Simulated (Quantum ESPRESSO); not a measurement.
# InAs under changes of volume

One of the cells (23.821 Å³/atom); the others are scaled copies at fixed shape and fractional positions:

```
In As
1.0
     0.00000    2.87730    2.87730
     2.87730    0.00000    2.87730
     2.87730    2.87730    0.00000
In As
1 1
Direct
  0.50000 0.50000 0.50000
  0.00000 0.00000 0.00000
```

Measurements of this composition are mostly on another form, of space group No. 216.

```yaml
Program: Quantum ESPRESSO 7.5
Functional: PBE
Potentials_or_basis: SSSP 1.3 efficiency PBE
Cutoff: 748 eV
Density_cutoff: 5987 eV
k_mesh: 8 × 8 × 8
Occupations: fermi-dirac, width 0.05 eV
Spin: no spin polarisation
```

```csv
volume (Å³/atom),energy over the lowest point (meV/atom),pressure (GPa)
22.392,18.71,4.4
22.868,?,?
23.344,1.96,1.3
23.821,0.00,0.0
24.297,1.70,-1.2
24.774,6.65,-2.2
25.250,14.49,-3.1
```

Task: What does the run at 22.868 Å³/atom give?

Result: Energy over the lowest point 8.02 meV/atom; pressure 2.7 GPa.

Worked out: A Birch-Murnaghan fit of order 3 (a polynomial in V^(-2/3)) to the other rows has its minimum at 23.83 Å³/atom with B0 = V·E''(V) = 61 GPa and B' = 4.9. It gives 8.03 meV/atom at 22.868 Å³/atom, against the run's 8.02, and -dE/dV = 2.8 GPa, against 2.7.

Energies are extrapolated to zero smearing.
